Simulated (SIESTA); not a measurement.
## CsPbBr3: equation of state with PBEsol

Crystal: CsPbBr3.

```xyz
5
Lattice="5.8700 0.0000 0.0000 0.0000 5.8700 0.0000 0.0000 0.0000 5.8700" Properties=species:S:1:pos:R:3 pbc="T T T"
Pb    2.9350    2.9350    2.9350
Cs    0.0000    0.0000    0.0000
Br    2.9350    2.9350    0.0000
Br    2.9350    0.0000    2.9350
Br    0.0000    2.9350    2.9350
```

Measurements of this composition are mostly on another form, of space group No. 62.

```json
{
  "Program": "SIESTA 5.4.2",
  "Task": "equation of state",
  "Functional": "PBEsol",
  "Potentials or basis": "PseudoDojo 0.4 standard (PBEsol files)",
  "Basis": "DZP (energy shift 0.003 Ry; two zetas on semicore shells; d shell added on Cs)",
  "Grid cutoff": "500 Ry",
  "Energy shift": "0.003 Ry",
  "k mesh": "5 × 5 × 5",
  "Occupations": "fermi-dirac, width 0.05 eV",
  "Spin": "no spin polarisation"
}
```

| Quantity | Value |
| --- | --- |
| Equilibrium volume | 40.90 Å³/atom |
| Bulk modulus | 22 GPa |
| Pressure derivative of the bulk modulus | 4.5 (rough: it moves with the points fitted) |

Energy against volume, from the lowest point:
| volume (Å³/atom) | energy (meV/atom) |
| --- | --- |
| 38.025 | 15.59 |
| 38.834 | 7.64 |
| 39.643 | 2.58 |
| 40.452 | 0.16 |
| 41.261 | 0.00 |
| 42.070 | 1.91 |
| 42.880 | 5.77 |

All runs of the series together: 5.3 min on 1 thread of Arm Neoverse V2 (shared host).

Caveat: the basis of atomic orbitals isn't converged, which shifts pressures, moduli and gaps. The run has no spin-orbit coupling, so splittings on Cs, Pb are missing.
